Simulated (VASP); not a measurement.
Runs of VASP 6.6.1 on LiH. The structure is cubic, space group Pm-3m (No. 221). The conventional cell has a = 2.507 Å, b = 2.507 Å, c = 2.507 Å, α = 90.00°, β = 90.00°, γ = 90.00°. Li (site symmetry m-3m) has 8 H at 2.17 Å as nearest neighbours. H (site symmetry m-3m) is surrounded by 8 Li at 2.17 Å. The cell was built by a generator and needn't be a form met in nature.

```tsv
level	gap on the mesh (eV)	pressure (GPa)	relaxed volume (Å³/atom)
RPBE+D3(BJ)	(b)	0.3	5.05
RPBE+D3	(a)	-0.2	7.37
RPBE+D4	1.33	-0.1	-
RPBE	1.32	0.0	8.14
```

Alike in all rows: task relaxation of cell and atoms; potentials or basis VASP PAW PBE potentials, release 64 (Li_sv, H); no spin polarisation; cell relaxed; k mesh 11 × 11 × 11; cutoff (eV) 600; smearing fermi-dirac 0.05 eV.

Task: Fill in the values left out.

Result: (a) 1.34; (b) 1.26.

Caveats: the cutoff is under 1.25 times the usual one of these potentials, so pressure, stress and relaxed cells hold a basis-set (Pulay) error; the PAW data sets were made with another functional, which shifts forces and pressure a little; an odd mesh through Γ misses points on the zone boundary, where band edges often lie; the volume moved by over 15 % at a fixed basis, so the end points are rough (some runs); the relaxation stopped at its first step, so nothing moved (some runs).

Runs at the PBE level aren't shown here.
